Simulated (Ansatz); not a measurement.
## GaAs: the change of pressure with volume per atom

Results calculated with Ansatz 0.2.0, not measured. Density functional stress and forces at fixed atoms, pressure and stress positive in compression, spin-unpolarised plane waves.

Cell of the first row (space group F-43m, No. 216):
```
CELL_PARAMETERS angstrom
0.00000 2.71980 2.71980
2.71980 0.00000 2.71980
2.71980 2.71980 0.00000
ATOMIC_POSITIONS crystal
Ga 0.00000 0.00000 0.00000
As 0.25000 0.25000 0.25000
```

Settings of every row: periodic directions 3; functional r2SCAN; spin orbit yes; potentials PAW; wave cutoff 500 eV; k mesh 8x8x8; smearing width 0.02 eV.

```
row  volume per atom (Å³)  pressure (GPa)
  1                20.118           11.72
  2                20.754            8.16
  3                21.402            5.05
  4                22.064            2.34
  5                22.739               0
  6                23.428           -2.02
  7                24.131           -3.75
  8                24.848               ?
  9                25.579            -6.4
```

Question: what pressure should row 8 give?

Worked fit of pressure. Take u = (V_r/V)^(2/3) − 1 with V_r = 22.401 Å³ an atom, which is twice the finite (Eulerian) strain; such expansions in the strain, on which the Birch-Murnaghan equation of state is built, carry the rest volume and the bulk modulus. The shown rows have u = 0.07429, 0.05223, 0.03088, 0.01016, -0.00993, -0.02944, -0.04838, -0.08465. Least squares give pressure = 1.121 + 116.68 × u + 339.9 × u² + 133 × u³ GPa; a parabola predicts inner rows, each left out in turn, worse (root mean square 0.018 against 0.0058 GPa). The rows lie off it by 0.00, 0.00, 0.00, 0.00, 0.00, 0.00, -0.01, 0.00. The pressure vanishes at u = -0.0099, or V = 22.74 Å³ an atom, and there the bulk modulus with atoms relaxed is B = −V dP/dV = (2/3)(1 + u) dP/du = 72.6 GPa. The withheld row has u = -0.06678, so the fit gives 1.121 + 116.68 × (-0.06678) + 339.9 × (-0.06678)² + 133 × (-0.06678)³ = -5.19 GPa.

The calculation gave -5.23 GPa. The fit lies 0.04 GPa (0.22 % of the column's range) above it; its largest miss of a shown row is 0.01 GPa.
